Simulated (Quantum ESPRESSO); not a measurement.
# SiC (P6_3mc) in Quantum ESPRESSO: convergence with wavefunction cutoff

Aim: find how far wavefunction cutoff must go before the results for SiC settle, at LDA. This setting moves, with any that are tied to it; all else stays.

All numbers are computed with Quantum ESPRESSO 7.5; they aren't measurements. Logs are shortened: lines on timing, memory, paths and dates and some standing lists are left out, and cuts for length are marked.

### 1 The structure

Symmetry: P6_3mc, No. 186, hexagonal system. The conventional cell has a = 3.076 Å, b = 3.076 Å, c = 10.071 Å, α = 90.00°, β = 90.00°, γ = 120.00°. Around Si (site symmetry 3m) lie 4 C at 1.88 to 1.89 Å. Si (site symmetry 3m) is surrounded by 4 C at 1.88 to 1.89 Å. Around C (site symmetry 3m) lie 4 Si at 1.88 to 1.89 Å. C (site symmetry 3m) has 4 Si at 1.88 to 1.89 Å as nearest neighbours.

The cell is a database's computed one.

### 2 With wavefunction cutoff 33 Ry

pw.in

```
&CONTROL
  calculation = 'scf'
  prefix = 'pwscf'
  outdir = './tmp'
  pseudo_dir = './pseudo'
  tprnfor = .true.
  tstress = .true.
  disk_io = 'nowf'
/
&SYSTEM
  ibrav = 0
  nat = 8
  ntyp = 2
  ecutwfc = 33
  nbnd = 24
  occupations = 'smearing'
  smearing = 'mp'
  degauss = 0.00999582
/
&ELECTRONS
  conv_thr = 1.6d-09
  electron_maxstep = 120
  mixing_beta = 0.5
/
ATOMIC_SPECIES
Si    28.0850 Si.upf
C     12.0110 C.upf
CELL_PARAMETERS angstrom
   3.0756941497    0.0000000000    0.0000000000
  -1.5378470748    2.6636292679    0.0000000000
   0.0000000000    0.0000000000   10.0706464800
ATOMIC_POSITIONS crystal
Si     0.0000000000    0.0000000000    0.1878943800
Si     0.0000000000    0.0000000000    0.6878943800
Si     0.3333333333    0.6666666667    0.4378419800
Si     0.6666666667    0.3333333333    0.9378419800
C      0.0000000000    0.0000000000    0.0004600500
C      0.0000000000    0.0000000000    0.5004600500
C      0.3333333333    0.6666666667    0.2498025900
C      0.6666666667    0.3333333333    0.7498025900
K_POINTS automatic
10 10 3 0 0 0
```

Potentials or basis: PseudoDojo 0.4.1 SR LDA stringent.

Run with:

```sh
> OMP_NUM_THREADS=1 pw.x -in pw.in > pw.out
```

pw.out:

```text
This program is part of the open-source Quantum ESPRESSO suite
     for quantum simulation of materials; please cite
         "P. Giannozzi et al., J. Phys.:Condens. Matter 21 395502 (2009);
         "P. Giannozzi et al., J. Phys.:Condens. Matter 29 465901 (2017);
         "P. Giannozzi et al., J. Chem. Phys. 152 154105 (2020);
     in publications or presentations arising from this work. More details at

     Message from routine setup:
     using ibrav=0 with symmetry is DISCOURAGED, use correct ibrav instead

     G-vector sticks info
     --------------------
     sticks:   dense  smooth     PW     G-vecs:    dense   smooth      PW
     Sum         313     313     91                14325    14325    2445

     Using Slab Decomposition

     bravais-lattice index     =            0
     lattice parameter (alat)  =       5.8122  a.u.
     unit-cell volume          =     556.7637 (a.u.)^3
     number of atoms/cell      =            8
     number of atomic types    =            2
     number of electrons       =        32.00
     number of Kohn-Sham states=           24
     kinetic-energy cutoff     =      33.0000  Ry
     charge density cutoff     =     132.0000  Ry
     scf convergence threshold =      1.6E-09
     mixing beta               =       0.5000
     number of iterations used =            8  plain     mixing
     Exchange-correlation= SLA  PW   NOGX NOGC
                           (   1   4   0   0   0   0   0)

     celldm(1)=   5.812220  celldm(2)=   0.000000  celldm(3)=   0.000000
     celldm(4)=   0.000000  celldm(5)=   0.000000  celldm(6)=   0.000000

     crystal axes: (cart. coord. in units of alat)
               a(1) = (   1.000000   0.000000   0.000000 )
               a(2) = (  -0.500000   0.866025   0.000000 )
               a(3) = (   0.000000   0.000000   3.274268 )

     reciprocal axes: (cart. coord. in units 2 pi/alat)
               b(1) = (  1.000000  0.577350 -0.000000 )
               b(2) = (  0.000000  1.154701  0.000000 )
[... 153 lines left out ...]
     Davidson diagonalization with overlap
     ethr =  6.35E-12,  avg # of iterations =  2.0

     End of self-consistent calculation

          k = 0.0000 0.0000 0.0000 (  1787 PWs)   bands (ev):

    -6.1039  -4.9201  -4.8873  -2.4941   0.7463   5.0335   5.0633   8.2857
     8.2857   8.7309   8.7309   8.8760   8.8760   9.4030   9.4868   9.4868
    14.4462  15.0181  15.6521  15.6987  16.2848  16.2848  16.3295  16.7081
[... 51 lines left out ...]
    -3.3815  -3.0333  -1.8219  -1.2172   1.4706   1.7518   2.5945   3.3866
     4.4769   5.6652   6.3996   6.7049   7.0897   7.7300   7.7352   8.2272
    12.0548  12.1898  13.5709  14.2547  14.9091  15.7664  16.7384  17.0853

          k = 0.0000-0.5774 0.0000 (  1792 PWs)   bands (ev):

    -2.6513  -2.1166  -1.8591  -1.1222   0.8141   1.1164   2.3558   2.7771
     4.4778   5.2938   6.1547   7.0356   7.0577   7.2012   7.8533   8.3379
    11.5771  11.6877  13.5388  14.0661  14.6063  15.1428  16.5282  16.9667

          k = 0.0000-0.5774 0.1018 (  1780 PWs)   bands (ev):

    -2.5680  -2.3365  -1.6124  -1.2884   1.0621   1.3488   1.9687   2.3252
     5.1203   5.7068   6.2610   6.5708   6.8289   7.3390   7.6193   8.1163
    11.8764  11.9319  13.3224  13.9834  15.0384  15.3385  16.8940  16.9641

          k = 0.1000 0.1732 0.0000 (  1787 PWs)   bands (ev):
[... 91 lines left out ...]
    -1.9615  -1.7349  -1.2195  -1.1257   1.8386   2.1135   2.1460   2.6622
     3.6153   3.8050   4.6047   4.9009   5.8369   6.7801   7.0262   7.3723
    12.7423  12.9067  15.0342  15.8470  16.0325  16.8478  17.9844  18.2017

     the Fermi energy is    10.3824 ev

!    total energy              =     -82.15251841 Ry
     estimated scf accuracy    <          1.8E-11 Ry
     smearing contrib. (-TS)   =       0.00000000 Ry
     internal energy E=F+TS    =     -82.15251841 Ry

     The total energy is F=E-TS. E is the sum of the following terms:
     one-electron contribution =      22.72427502 Ry
     hartree contribution      =       8.99712614 Ry
     xc contribution           =     -30.12064797 Ry
     ewald contribution        =     -83.75327160 Ry

     convergence has been achieved in  11 iterations

     Forces acting on atoms (cartesian axes, Ry/au):

     atom    1 type  1   force =     0.00000000    0.00000000   -0.00036630
     atom    2 type  1   force =     0.00000000    0.00000000   -0.00036630
     atom    3 type  1   force =     0.00000000    0.00000000    0.00008188
     atom    4 type  1   force =     0.00000000    0.00000000    0.00008188
     atom    5 type  2   force =     0.00000000    0.00000000    0.00033483
     atom    6 type  2   force =    -0.00000000   -0.00000000    0.00033483
     atom    7 type  2   force =     0.00000000   -0.00000000   -0.00005041
     atom    8 type  2   force =    -0.00000000   -0.00000000   -0.00005041

     Total force =     0.000715     Total SCF correction =     0.000000

     Computing stress (Cartesian axis) and pressure

          total   stress  (Ry/bohr**3)                   (kbar)     P=     -240.68
  -0.00163915   0.00000000   0.00000000         -241.13        0.00        0.00
   0.00000000  -0.00163915   0.00000000            0.00     -241.13        0.00
   0.00000000   0.00000000  -0.00163002            0.00        0.00     -239.78

=------------------------------------------------------------------------------=
   JOB DONE.
=------------------------------------------------------------------------------=
```

It took 23 s on 1 thread of Arm Neoverse V2, shared host; peak memory 0.05 GiB.

Results:

```
Free energy            : -1117.7420 eV
Pressure               : -24.1 GPa
Largest force          : 0.009 eV/Å
Band gap on the k mesh : 2.09 eV, indirect (least direct gap 3.24 eV)
```

### 3 With wavefunction cutoff 41 Ry

Changes to pw.in since step 2:

```diff
@@ -13,3 +13,3 @@
   ntyp = 2
-  ecutwfc = 33
+  ecutwfc = 41
   nbnd = 24
```

Potentials or basis: PseudoDojo 0.4.1 SR LDA stringent.

Run with:

```sh
> OMP_NUM_THREADS=1 pw.x -in pw.in > pw.out
```

Run time: 30 s. Hardware: 1 thread of Arm Neoverse V2, shared host; peak memory 0.07 GiB.

Results:

```yaml
Free_energy: -1120.7131 eV
Pressure: -16.2 GPa
Largest_force: 0.006 eV/Å
Band_gap_on_the_k_mesh: 2.14 eV, indirect (least direct gap 3.28 eV)
```

### 4 With wavefunction cutoff 49 Ry

Changes to pw.in since step 3:

```diff
@@ -13,3 +13,3 @@
   ntyp = 2
-  ecutwfc = 41
+  ecutwfc = 49
   nbnd = 24
```

Run with:

```sh
> OMP_NUM_THREADS=1 pw.x -in pw.in > pw.out
```

Run time: 35 s. Hardware: 1 thread of Arm Neoverse V2, shared host; peak memory 0.08 GiB.

What came out:

| Property | Result |
| --- | --- |
| Free energy | -1122.0819 eV |
| Pressure | -10.6 GPa |
| Largest force | 0.005 eV/Å |
| Band gap on the k mesh | 2.18 eV, indirect (least direct gap 3.30 eV) |

### 5 With wavefunction cutoff 57 Ry

Changes to pw.in since step 4:

```diff
@@ -13,3 +13,3 @@
   ntyp = 2
-  ecutwfc = 49
+  ecutwfc = 57
   nbnd = 24
```

Run with:

```sh
> OMP_NUM_THREADS=1 pw.x -in pw.in > pw.out
```

Wall time 50 s (1 thread of Arm Neoverse V2, shared host); peak memory 0.1 GiB.

What came out:

```
Free energy            : -1122.6330 eV
Pressure               : -7.3 GPa
Largest force          : 0.006 eV/Å
Band gap on the k mesh : 2.18 eV, indirect (least direct gap 3.31 eV)
```

### 6 With wavefunction cutoff 66 Ry

Changes to pw.in since step 5:

```diff
@@ -13,3 +13,3 @@
   ntyp = 2
-  ecutwfc = 57
+  ecutwfc = 66
   nbnd = 24
```

Potentials or basis: PseudoDojo 0.4.1 SR LDA stringent.

Run with:

```sh
> OMP_NUM_THREADS=1 pw.x -in pw.in > pw.out
```

Wall time 57 s (1 thread of Arm Neoverse V2, shared host); peak memory 0.12 GiB.

The run converged. Its results:

```yaml
Free_energy: -1122.8640 eV
Pressure: -5.3 GPa
Largest_force: 0.006 eV/Å
Band_gap_on_the_k_mesh: 2.19 eV, indirect (least direct gap 3.32 eV)
```

### 7 With wavefunction cutoff 74 Ry

Changes to pw.in since step 6:

```diff
@@ -13,3 +13,3 @@
   ntyp = 2
-  ecutwfc = 66
+  ecutwfc = 74
   nbnd = 24
```

Run with:

```sh
> OMP_NUM_THREADS=1 pw.x -in pw.in > pw.out
```

It took 60 s on 1 thread of Arm Neoverse V2, shared host; peak memory 0.14 GiB.

Results (log left out):

```
Free energy            : -1122.9214 eV
Pressure               : -4.6 GPa
Largest force          : 0.006 eV/Å
Band gap on the k mesh : 2.19 eV, indirect (least direct gap 3.32 eV)
```

### 8 With wavefunction cutoff 82 Ry

Changes to pw.in since step 7:

```diff
@@ -13,3 +13,3 @@
   ntyp = 2
-  ecutwfc = 74
+  ecutwfc = 82
   nbnd = 24
```

Run with:

```sh
> OMP_NUM_THREADS=1 pw.x -in pw.in > pw.out
```

Wall time 89 s (1 thread of Arm Neoverse V2, shared host); peak memory 0.16 GiB.

Results (log left out):

- Free energy: -1122.9364 eV
- Pressure: -4.3 GPa
- Largest force: 0.006 eV/Å
- Band gap on the k mesh: 2.19 eV, indirect (least direct gap 3.32 eV)

### 9 With wavefunction cutoff 98 Ry

Changes to pw.in since step 8:

```diff
@@ -13,3 +13,3 @@
   ntyp = 2
-  ecutwfc = 82
+  ecutwfc = 98
   nbnd = 24
```

Potentials or basis: PseudoDojo 0.4.1 SR LDA stringent.

Run with:

```sh
> OMP_NUM_THREADS=1 pw.x -in pw.in > pw.out
```

Run time: 1.9 min. Hardware: 1 thread of Arm Neoverse V2, shared host; peak memory 0.2 GiB.

The run converged. Its results:

* Free energy: -1122.9388 eV
* Pressure: -4.3 GPa
* Largest force: 0.006 eV/Å
* Band gap on the k mesh: 2.19 eV, indirect (least direct gap 3.32 eV)

### 10 With wavefunction cutoff 123 Ry

Changes to pw.in since step 9:

```diff
@@ -13,3 +13,3 @@
   ntyp = 2
-  ecutwfc = 98
+  ecutwfc = 123
   nbnd = 24
```

Run with:

```sh
> OMP_NUM_THREADS=1 pw.x -in pw.in > pw.out
```

Run time: 2.9 min. Hardware: 1 thread of Arm Neoverse V2, shared host; peak memory 0.28 GiB.

It converged, with:

```yaml
Free_energy: -1122.9400 eV
Pressure: -4.3 GPa
Largest_force: 0.006 eV/Å
Band_gap_on_the_k_mesh: 2.19 eV, indirect (least direct gap 3.32 eV)
```

### 11 Summary

| wavefunction cutoff | energy less the tightest run, at zero smearing (meV/atom) | pressure (GPa) | largest force (eV/Å) | gap on the mesh (eV) | SCF cycles | CPU time (s) | peak memory (GiB) |
| --- | --- | --- | --- | --- | --- | --- | --- |
| 33 Ry | 649.76 | -24.07 | 0.009 | 2.090 | 11 | 23 | 0.05 |
| 41 Ry | 278.37 | -16.20 | 0.006 | 2.140 | 11 | 30 | 0.07 |
| 49 Ry | 107.27 | -10.57 | 0.005 | 2.176 | 11 | 35 | 0.08 |
| 57 Ry | 38.37 | -7.29 | 0.006 | 2.178 | 11 | 50 | 0.1 |
| 66 Ry | 9.50 | -5.31 | 0.006 | 2.188 | 11 | 57 | 0.12 |
| 74 Ry | 2.33 | -4.61 | 0.006 | 2.189 | 11 | 60 | 0.14 |
| 82 Ry | 0.46 | -4.35 | 0.006 | 2.190 | 11 | 89 | 0.16 |
| 98 Ry | 0.15 | -4.27 | 0.006 | 2.190 | 11 | 110 | 0.2 |
| 123 Ry | 0.00 | -4.28 | 0.006 | 2.190 | 11 | 180 | 0.28 |

Against the tightest run, the energy stays within 1 meV/atom from 82 Ry on; the pressure stays within 0.1 GPa from 82 Ry on; the largest force stays within 0.005 eV/Å from 33 Ry on; the gap on the mesh stays within 0.01 eV from 66 Ry on. The tightest run that finished is the yardstick and may itself not be fully converged.

Caveats: this smearing can shift energies of a crystal with a gap; an odd mesh through Γ misses points on the zone boundary, where band edges often lie.
